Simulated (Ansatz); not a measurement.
# Al2O3 (Corundum) (R-3c) in Ansatz: settings compared

Aim: see how the results for Al2O3 (Corundum) move with the level of theory and the settings. Levels: rPW86-PBE, PBE. Tasks: single point, equation of state, band structure.

Everything below comes from runs of Ansatz 0.2.0. Logs are shortened: lines on timing, memory, paths and dates and some standing lists are left out, and cuts for length are marked.

**The experiment to reproduce.**

“Multi-petahertz electron interference in Cr:Al2O3 solid-state material”, 2018, pmc:5906618 quotes, for a bulk crystal of Al2O3: band gap 8.7 eV (optical).

How close the calculation comes is told below.

**1. The structure**

The structure is trigonal, space group R-3c (No. 167). Conventional cell: a = 4.760 Å, b = 4.760 Å, c = 12.996 Å, α = 90.00°, β = 90.00°, γ = 120.00°. Al (site symmetry 3) is surrounded by 6 O at 1.85 to 1.97 Å. O (site symmetry 2) is surrounded by 4 Al at 1.85 to 1.97 Å.

**2. Single point, rPW86-PBE, 7.99 Å³/atom (volume scaled by 0.94)**

Input file input.yaml:

```yaml
crystal:
  lattice:
    - [2.3316598353, 1.3461844335, 4.2434364115]
    - [-2.3316598353, 1.3461844335, 4.2434364115]
    - [0.0, -2.6923688671, 4.2434364115]
  atoms:
    - { symbol: Al, position: [0.85216, 0.85216, 0.85216] }
    - { symbol: Al, position: [0.64784, 0.64784, 0.64784] }
    - { symbol: Al, position: [0.14784, 0.14784, 0.14784] }
    - { symbol: Al, position: [0.35216, 0.35216, 0.35216] }
    - { symbol: O, position: [0.05668, 0.75, 0.44332] }
    - { symbol: O, position: [0.75, 0.44332, 0.05668] }
    - { symbol: O, position: [0.44332, 0.05668, 0.75] }
    - { symbol: O, position: [0.94332, 0.25, 0.55668] }
    - { symbol: O, position: [0.25, 0.55668, 0.94332] }
    - { symbol: O, position: [0.55668, 0.94332, 0.25] }
hamiltonian:
  xc: { exchange: rpw86, correlation: pbe }
  pseudopotentials: { kind: paw }
kpoints:
  mp_grid: { grid: [7, 7, 7] }
scf:
  occupations: { method: fermi_dirac, width: 0.05 }
output:
  forces: true
  stress: true
  eigenvalues: true
```

Potentials or basis: Ansatz PAW.

Command:

```console
> ansatz run input.yaml --threads 2 --pin off --max-ram 5120MiB --backend cpu --events-out ev --progress --plain --runs-dir out
```

Standard output:

```text
Warning: RAYON_NUM_THREADS=2 ignored (pool sized by the plan → 2); use --threads N
Engine: ansatz 0.2.0, x86_64-unknown-linux-gnu
Pseudopotentials: kind: paw
Pseudopotential: Al, paw, valence charge 3, recommended cutoff 420 eV (normal), Al.paw.azcp
Pseudopotential: O, paw, valence charge 6, recommended cutoff 420 eV (normal), O.paw.azcp
Functional definition: unnamed
  exchange = rpw86_x
  correlation = pbe_c
Crystal: 10 atoms, lattice volume = 79.917 Å³
Basis set: ecut = 420 eV, 1593 PW (Γ), exchange–correlation on 72×72×72 points (8 copies of the dense FFT grid, shifted against one another)
Bands: 34, of which v1, the nominal top of the filled ones, is band 24 counted from 1 (23 counted from 0)
Symmetry: 12 space group operations
Space group: R-3c (ITA 167), of the structure as read, at distance tolerance 4.3e-5 Å
k-points: 44 of 343
Non-local potential: Al, projectors of the file, l = 0: 2, l = 1: 2, l = 2: 1
Non-local potential: O, projectors of the file, l = 0: 2, l = 1: 2, l = 2: 1
PAW form: soft (Blöchl's): semilocal exchange-correlation on the pseudo side does not see the compensation charge
PAW frozen core: Al, regenerated for the run's functional, and the local potential with it (the file was generated under x = pbe(κ = 0.804, μ = 0.2195149727645171), c = pbe(β = 0.06672455060314922))
PAW frozen core: O, regenerated for the run's functional, and the local potential with it (the file was generated under x = pbe(κ = 0.804, μ = 0.2195149727645171), c = pbe(β = 0.06672455060314922))
PAW one-centre angular grid: Al, 110 points (default); XC on 64 Gauss nodes
PAW one-centre angular grid: O, 110 points (default); XC on 64 Gauss nodes
Initial density: superposition of atomic densities (neutral atoms: chi_scale 0, normalization atom), corrected by the library's trained network
Initial wavefunctions: pseudopotential atomic-orbital guess
Functional: x = rpw86, c = pbe(β = 0.06672455060314922)
SCF iter   1: F=—  HF=-5646.936938 eV  |F-HF|=—  |Δ(HF+E_count)|=         —  Δρ=2.00e-2  dr2=1.97e-1  ethr=1.77e-3  ⟨swp⟩=7.7  Hψ=8144  notcnv=0  defer=28
preconditioner: auto → none  [insulator: Δε(μ)=7.229 eV  Ē_g=18.534 eV  σ=0.050 eV  W_gap=1.00  n_scr=14 (ndim 8)  ℏωp=28.8 eV  f_vac=0.000  D(μ)=0.00/eV (n_scr^D=0)  ε∞_Penn≈3.4]
SCF iter   2: F=—  HF=-5646.879064 eV  |F-HF|=—  |Δ(HF+E_count)|=   5.79e-2  Δρ=5.71e-3  dr2=1.85e-2  ethr=4.10e-4  ⟨swp⟩=2.2  Hψ=3068  notcnv=0  defer=157
SCF iter   3: F=—  HF=-5646.873201 eV  |F-HF|=—  |Δ(HF+E_count)|=   5.86e-3  Δρ=1.06e-3  dr2=3.92e-4  ethr=3.86e-5  ⟨swp⟩=2.0  Hψ=2442  notcnv=0  defer=113
automatic band count: iteration 3 solves 33 bands in place of 34: the levels show a gap, and the empty bands left out lie too high to hold charge; the band table lists the bands solved (type scf.n_extra_bands for more)
SCF iter   4: F=—  HF=-5646.873483 eV  |F-HF|=—  |Δ(HF+E_count)|=   2.83e-4  Δρ=9.56e-5  dr2=2.59e-6  ethr=8.17e-7  ⟨swp⟩=2.0  Hψ=2326  notcnv=0  defer=113
SCF iter   5: F=—  HF=-5646.873529 eV  |F-HF|=—  |Δ(HF+E_count)|=   4.59e-5  Δρ=3.02e-5  dr2=3.04e-7  ethr=5.39e-9  ⟨swp⟩=2.0  Hψ=2395  notcnv=0  defer=113
SCF iter   6: F=-5646.873530 eV  HF=-5646.873530 eV  |F-HF|=1.43e-8  |Δ(HF+E_count)|=   6.86e-7  Δρ=4.69e-6  dr2=6.49e-9  ethr=2.08e-10  ⟨swp⟩=10.5  Hψ=6771  notcnv=0
SCF 1 converged in 6 iterations: F = -5646.873530 eV  dr2 = 6.49e-9
SCF converged after 6 iterations
Free energy (F): -5646.873530 eV
Harris-Foulkes:  -5646.873530 eV  (|F-HF|=1.43e-8)
Internal energy: -5646.873530 eV  (E = F + TS)
E sigma→0 (E₀):  -5646.873530 eV
Fermi energy:    12.260804 eV
--- Per-component energies (eV) ---
  E_band       = 101.997171
  E_kinetic    = 1202.206193
  E_local      = -1934.193049  (includes V_loc(G=0)·N_el)
  E_nonlocal   = 331.348956
  E_hartree    = 724.241834
  E_xc         = -625.136737
  E_vxc        = -705.327608  (∫ρ·V_xc dr)
  E_paw        = -2897.662640  (= ΣΔE_a)
  E_vpaw       = -240.535010  (= ΣTr[D̂ρ^β])
  E_aug_tail   = 0.015208  (compensation charges beyond the density's cutoff)
  E_ewald      = -2447.697601
  E_core_change = 0.004306  (= ΣΔE_core)
  E_smearing   = -0.000000  (= −TS)
  E_closure    = -0.000000  (closes the sum)
  Σ components = -5646.873530   (vs F -5646.873530, Δ=0.00e0)
--- Forces (eV/Å), atoms counted from 1 ---
  atom   1  Al    -0.00000000    -0.00000000     0.03031539
  atom   2  Al    -0.00000000     0.00000000    -0.03031539
  atom   3  Al     0.00000000     0.00000000    -0.03031539
  atom   4  Al     0.00000000    -0.00000000     0.03031539
  atom   5  O      0.05259664     0.09110006     0.00000000
  atom   6  O      0.05259664    -0.09110006    -0.00000000
  atom   7  O     -0.10519329     0.00000000     0.00000000
  atom   8  O     -0.05259664    -0.09110006    -0.00000000
  atom   9  O     -0.05259664     0.09110006     0.00000000
  atom  10  O      0.10519329    -0.00000000     0.00000000
  max |Σ_I F_I| component: 3.01e-17 eV/Å
--- Stress (GPa, compression-positive) ---
       30.858522       0.000000       0.000000
        0.000000      30.858522       0.000000
        0.000000       0.000000      29.144966
  P = ⅓ Tr σ = 30.2873 GPa (302.873 kbar)
--- Band table (eV; the first three rows and the last of 44) ---
  k-point 0: bands = ["-11.0077", "-8.4639", "-8.1535", "-8.1535", "-7.8303", "-7.8303", "1.4768", "2.5322", "2.8534", "2.8534", "4.0146", "4.0404", "4.0404", "5.0926", "5.5888", "7.1178", "7.1178", "7.2367", "7.2367", "8.0810", "8.0810", "8.5818", "8.5818", "8.6384", "15.7524", "18.4601", "20.2005", "20.9298", "20.9369", "20.9369", "21.5849", "21.6447", "21.6448"]
  k-point 1: bands = ["-10.8938", "-8.5113", "-8.2377", "-8.1800", "-7.8847", "-7.8354", "1.5988", "2.2852", "2.7164", "3.3880", "3.4622", "3.9754", "4.8433", "5.5477", "5.8127", "6.7169", "7.0570", "7.1497", "7.3233", "7.8419", "7.9217", "8.3089", "8.5505", "8.5915", "16.2131", "18.8478", "19.8244", "20.5579", "20.7455", "20.8058", "21.7546", "21.8329", "22.1094"]
  k-point 2: bands = ["-10.5646", "-8.8707", "-8.2309", "-8.2187", "-8.0108", "-7.8788", "1.7894", "2.3827", "2.3972", "3.2949", "3.9200", "4.4254", "5.7074", "5.7894", "6.2672", "6.5329", "6.6276", "6.8618", "7.1750", "7.1768", "7.7774", "8.1020", "8.4198", "8.4709", "17.2620", "19.3403", "19.5959", "19.9170", "20.2833", "20.6438", "21.7115", "21.7396", "22.0481"]
  k-point 43: bands = ["-9.9372", "-9.7631", "-8.3067", "-8.2017", "-7.9067", "-7.8612", "2.6764", "2.8003", "3.6546", "3.7031", "4.1008", "4.5108", "4.6795", "4.8999", "5.8716", "6.0885", "6.1846", "6.6658", "6.8732", "7.0332", "7.9790", "7.9830", "8.1161", "8.1767", "18.2946", "18.5077", "20.1893", "20.3516", "21.4262", "21.5002", "21.5785", "21.9980", "22.2981"]
```

It took 2.8 s on 2 threads of Intel Xeon Platinum 8375C at 2.90GHz (Ice Lake), shared host; peak memory 0.45 GiB.

What came out:

* Free energy: -5646.8735 eV
* Pressure: 30.3 GPa
* Largest force: 0.105 eV/Å
* Band gap on the k mesh: 7.11 eV, direct

Caveat: odd divisions of the mesh miss points on the zone boundary, where band edges often lie, so the gap on the mesh can be too wide; the pressure holds a Pulay correction of +1.0 GPa for the finite cutoff; the PAW data sets come from PBE, with cores solved anew for the run's functional, which leaves a small shift of forces and pressure.

**3. Single point, rPW86-PBE, 8.16 Å³/atom (volume scaled by 0.96)**

Edit input.yaml of step 2 so:

```diff
@@ -2,5 +2,5 @@
   lattice:
-    - [2.3316598353, 1.3461844335, 4.2434364115]
-    - [-2.3316598353, 1.3461844335, 4.2434364115]
-    - [0.0, -2.6923688671, 4.2434364115]
+    - [2.348080516, 1.3556649179, 4.2733207511]
+    - [-2.348080516, 1.3556649179, 4.2733207511]
+    - [0.0, -2.711329836, 4.2733207511]
   atoms:
@@ -27 +27,5 @@
   eigenvalues: true
+  write_density: true
+  write_potential: true
+  elf: true
+  volumetric_format: npy
```

Potentials or basis: Ansatz PAW.

Command:

```console
> ansatz run input.yaml --threads 2 --pin off --max-ram 5120MiB --backend cpu --events-out ev --progress --plain --runs-dir out
```

Wall time 3.4 s (2 threads of Intel Xeon Platinum 8375C at 2.90GHz (Ice Lake), shared host); peak memory 0.46 GiB.

It converged, with:

```
Free energy            : -5647.1579 eV
Pressure               : 23.4 GPa
Largest force          : 0.081 eV/Å
Band gap on the k mesh : 6.84 eV, direct
```

Caveat: odd divisions of the mesh miss points on the zone boundary, where band edges often lie, so the gap on the mesh can be too wide; the pressure holds a Pulay correction of +1.0 GPa for the finite cutoff; the PAW data sets come from PBE, with cores solved anew for the run's functional, which leaves a small shift of forces and pressure.

**4. Single point, rPW86-PBE, 8.33 Å³/atom (volume scaled by 0.98)**

Edit input.yaml of step 3 so:

```diff
@@ -2,5 +2,5 @@
   lattice:
-    - [2.348080516, 1.3556649179, 4.2733207511]
-    - [-2.348080516, 1.3556649179, 4.2733207511]
-    - [0.0, -2.711329836, 4.2733207511]
+    - [2.3642746864, 1.3650146266, 4.30279286]
+    - [-2.3642746864, 1.3650146266, 4.30279286]
+    - [0.0, -2.7300292533, 4.30279286]
   atoms:
@@ -27,5 +27 @@
   eigenvalues: true
-  write_density: true
-  write_potential: true
-  elf: true
-  volumetric_format: npy
```

Command:

```console
> ansatz run input.yaml --threads 2 --pin off --max-ram 5120MiB --backend cpu --events-out ev --progress --plain --runs-dir out
```

Run time: 2.9 s. Hardware: 2 threads of Intel Xeon Platinum 8375C at 2.90GHz (Ice Lake), shared host; peak memory 0.45 GiB.

Results (log left out):

```
Free energy            : -5647.3734 eV
Pressure               : 17.2 GPa
Largest force          : 0.061 eV/Å
Band gap on the k mesh : 6.56 eV, direct
```

Caveat: odd divisions of the mesh miss points on the zone boundary, where band edges often lie, so the gap on the mesh can be too wide; the pressure holds a Pulay correction of +0.9 GPa for the finite cutoff; the PAW data sets come from PBE, with cores solved anew for the run's functional, which leaves a small shift of forces and pressure.

**5. Single point, rPW86-PBE, 8.50 Å³/atom**

Edit input.yaml of step 4 so:

```diff
@@ -2,5 +2,5 @@
   lattice:
-    - [2.3642746864, 1.3650146266, 4.30279286]
-    - [-2.3642746864, 1.3650146266, 4.30279286]
-    - [0.0, -2.7300292533, 4.30279286]
+    - [2.38025, 1.3742379782, 4.3318666667]
+    - [-2.38025, 1.3742379782, 4.3318666667]
+    - [0.0, -2.7484759565, 4.3318666667]
   atoms:
```

Command:

```console
> ansatz run input.yaml --threads 2 --pin off --max-ram 5120MiB --backend cpu --events-out ev --progress --plain --runs-dir out
```

Run time: 2.8 s. Hardware: 2 threads of Intel Xeon Platinum 8375C at 2.90GHz (Ice Lake), shared host; peak memory 0.45 GiB.

The run converged. Its results:

```yaml
Free_energy: -5647.5253 eV
Pressure: 11.6 GPa
Largest_force: 0.075 eV/Å
Band_gap_on_the_k_mesh: 6.31 eV, direct
```

Caveat: odd divisions of the mesh miss points on the zone boundary, where band edges often lie, so the gap on the mesh can be too wide; the pressure holds a Pulay correction of +0.9 GPa for the finite cutoff; the PAW data sets come from PBE, with cores solved anew for the run's functional, which leaves a small shift of forces and pressure.

**6. Single point, rPW86-PBE, 8.67 Å³/atom (volume scaled by 1.02)**

Edit input.yaml of step 5 so:

```diff
@@ -2,5 +2,5 @@
   lattice:
-    - [2.38025, 1.3742379782, 4.3318666667]
-    - [-2.38025, 1.3742379782, 4.3318666667]
-    - [0.0, -2.7484759565, 4.3318666667]
+    - [2.3960137044, 1.3833391572, 4.3605553615]
+    - [-2.3960137044, 1.3833391572, 4.3605553615]
+    - [0.0, -2.7666783145, 4.3605553615]
   atoms:
```

Potentials or basis: Ansatz PAW.

Command:

```console
> ansatz run input.yaml --threads 2 --pin off --max-ram 5120MiB --backend cpu --events-out ev --progress --plain --runs-dir out
```

Wall time 3 s (2 threads of Intel Xeon Platinum 8375C at 2.90GHz (Ice Lake), shared host); peak memory 0.45 GiB.

It converged, with:

```yaml
Free_energy: -5647.6204 eV
Pressure: 6.4 GPa
Largest_force: 0.087 eV/Å
Band_gap_on_the_k_mesh: 6.05 eV, direct
```

Caveat: odd divisions of the mesh miss points on the zone boundary, where band edges often lie, so the gap on the mesh can be too wide; the pressure holds a Pulay correction of +0.9 GPa for the finite cutoff; the PAW data sets come from PBE, with cores solved anew for the run's functional, which leaves a small shift of forces and pressure.

**7. Single point, rPW86-PBE, 8.84 Å³/atom (volume scaled by 1.04)**

Edit input.yaml of step 6 so:

```diff
@@ -2,5 +2,5 @@
   lattice:
-    - [2.3960137044, 1.3833391572, 4.3605553615]
-    - [-2.3960137044, 1.3833391572, 4.3605553615]
-    - [0.0, -2.7666783145, 4.3605553615]
+    - [2.4115726709, 1.3923221307, 4.3888714495]
+    - [-2.4115726709, 1.3923221307, 4.3888714495]
+    - [0.0, -2.7846442615, 4.3888714495]
   atoms:
```

Command:

```console
> ansatz run input.yaml --threads 2 --pin off --max-ram 5120MiB --backend cpu --events-out ev --progress --plain --runs-dir out
```

Run time: 3 s. Hardware: 2 threads of Intel Xeon Platinum 8375C at 2.90GHz (Ice Lake), shared host; peak memory 0.46 GiB.

It converged, with:

```
Free energy            : -5647.6637 eV
Pressure               : 1.8 GPa
Largest force          : 0.099 eV/Å
Band gap on the k mesh : 5.81 eV, direct
```

Caveat: odd divisions of the mesh miss points on the zone boundary, where band edges often lie, so the gap on the mesh can be too wide; the pressure holds a Pulay correction of +0.9 GPa for the finite cutoff; the PAW data sets come from PBE, with cores solved anew for the run's functional, which leaves a small shift of forces and pressure.

**8. Single point, rPW86-PBE, 9.01 Å³/atom (volume scaled by 1.06)**

Edit input.yaml of step 7 so:

```diff
@@ -2,5 +2,5 @@
   lattice:
-    - [2.4115726709, 1.3923221307, 4.3888714495]
-    - [-2.4115726709, 1.3923221307, 4.3888714495]
-    - [0.0, -2.7846442615, 4.3888714495]
+    - [2.4269334206, 1.4011906636, 4.4168267984]
+    - [-2.4269334206, 1.4011906636, 4.4168267984]
+    - [0.0, -2.8023813274, 4.4168267984]
   atoms:
```

Command:

```console
> ansatz run input.yaml --threads 2 --pin off --max-ram 5120MiB --backend cpu --events-out ev --progress --plain --runs-dir out
```

Wall time 3 s (2 threads of Intel Xeon Platinum 8375C at 2.90GHz (Ice Lake), shared host); peak memory 0.46 GiB.

Results (log left out):

- Free energy: -5647.6597 eV
- Pressure: -2.5 GPa
- Largest force: 0.109 eV/Å
- Band gap on the k mesh: 5.57 eV, direct

Caveat: odd divisions of the mesh miss points on the zone boundary, where band edges often lie, so the gap on the mesh can be too wide; the pressure holds a Pulay correction of +0.9 GPa for the finite cutoff; the PAW data sets come from PBE, with cores solved anew for the run's functional, which leaves a small shift of forces and pressure.

**9. Equation of state, rPW86-PBE**

Potentials or basis: Ansatz PAW.

No new run: the results of the series are fitted here.

What came out:

* Equilibrium volume: 8.91 Å³/atom
* Bulk modulus at fixed shape and positions: 224 GPa
* Pressure derivative of the bulk modulus: 4.0

Energy against volume, from the lowest point:
```csv
volume (Å³/atom),energy (meV/atom)
7.992,79.02
8.162,50.58
8.332,29.04
8.502,13.84
8.672,4.33
8.842,0.00
9.012,0.40
```

Caveat: the potentials were made for another functional, which shifts forces and pressure; the cell was scaled at fixed shape and fractional positions, which overstates the stiffness of a crystal with free parameters, most of all of layers and chains.

**10. Band structure, PBE**

Edit input.yaml of step 8 so:

```diff
@@ -2,5 +2,5 @@
   lattice:
-    - [2.4269334206, 1.4011906636, 4.4168267984]
-    - [-2.4269334206, 1.4011906636, 4.4168267984]
-    - [0.0, -2.8023813274, 4.4168267984]
+    - [2.38025, 1.3742379782, 4.3318666667]
+    - [-2.38025, 1.3742379782, 4.3318666667]
+    - [0.0, -2.7484759565, 4.3318666667]
   atoms:
@@ -17,8 +17,16 @@
 hamiltonian:
-  xc: { exchange: rpw86, correlation: pbe }
-  pseudopotentials: { kind: paw }
+  xc: pbe
+  pseudopotentials: { kind: paw, source: jth }
 kpoints:
   mp_grid: { grid: [7, 7, 7] }
+  band_path:
+    path:
+      - [[0.0, 0.0, 0.0], [0.5, 0.0, 0.0], [0.5, 0.2337604794, -0.2337604794]]
+      - [[0.7662395206, 0.5, 0.2337604794], [0.5, 0.5, 0.5], [0.0, 0.0, 0.0], [0.3668802397, 0.0, -0.3668802397]]
+      - [[0.6331197603, 0.3668802397, 0.0], [0.5, 0.5, 0.0], [0.6331197603, 0.6331197603, 0.2337604794], [0.5, 0.5, 0.5]]
+      - [[0.5, 0.0, 0.0], [0.7662395206, 0.3668802397, 0.3668802397]]
+    npoints: 10
 scf:
   occupations: { method: fermi_dirac, width: 0.05 }
+  n_extra_bands: 25
 output:
@@ -27 +35,6 @@
   eigenvalues: true
+  fatbands: false
+  write_density: true
+  write_potential: true
+  elf: true
+  volumetric_format: npy
```

Potentials or basis: JTH PAW.

Command:

```console
> ansatz run input.yaml --threads 2 --pin off --max-ram 5120MiB --backend cpu --events-out ev --progress --plain --runs-dir out
```

Wall time 37 s (2 threads of Intel Xeon Platinum 8375C at 2.90GHz (Ice Lake), shared host); peak memory 1.7 GiB.

Results (log left out):

```
Free energy             : -5569.3787 eV
Pressure                : 7.5 GPa
Largest force           : 0.066 eV/Å
Band gap on the k mesh  : 6.21 eV, direct
Band gap along the path : 6.21 eV, direct
```

Forces in eV/Å, atoms in the order of the input:
```
Al   0.000  0.000 -0.066
Al   0.000  0.000  0.066
Al   0.000  0.000  0.066
Al   0.000  0.000 -0.066
O   -0.026 -0.046  0.000
O   -0.026  0.046  0.000
O    0.053  0.000  0.000
O    0.026  0.046  0.000
O    0.026 -0.046  0.000
O   -0.053  0.000  0.000
```

Stress tensor (GPa, compression positive):
```
7.77 0.00 0.00
0.00 7.77 0.00
0.00 0.00 6.96
```

Levels at the corners of the path, in eV from the valence-band top:
```csv
point,band 22,band 23,band 24,band 25,band 26,band 27
Γ,-0.04,-0.04,0.00,6.21,9.12,10.71
L,-0.91,-0.27,-0.27,9.46,9.46,9.62
B1,-0.85,-0.51,-0.51,9.69,9.69,10.11
B,-0.85,-0.51,-0.51,9.69,9.69,10.11
Z,-0.38,-0.38,-0.38,8.66,8.66,11.06
Γ,-0.04,-0.04,0.00,6.21,9.12,10.71
X,-0.85,-0.56,-0.29,9.49,9.52,9.74
Q,-0.85,-0.56,-0.29,9.49,9.52,9.74
F,-0.92,-0.74,-0.26,9.62,9.71,9.92
P1,-0.86,-0.75,-0.47,9.72,9.92,10.19
Z,-0.38,-0.38,-0.38,8.66,8.66,11.06
L,-0.91,-0.27,-0.27,9.46,9.46,9.62
P,-0.86,-0.75,-0.47,9.72,9.92,10.19
```

**11. Against experiment**

Step 10. A measured gap of Al2O3 is 8.7 eV (optical; quoted in “Multi-petahertz electron interference in Cr:Al2O3 solid-state material”, 2018, pmc:5906618); the calculated 6.21 eV misses it by -2.49 eV. The value is that of PBE, without temperature or zero-point motion. Semilocal functionals fall short of measured gaps as a rule.
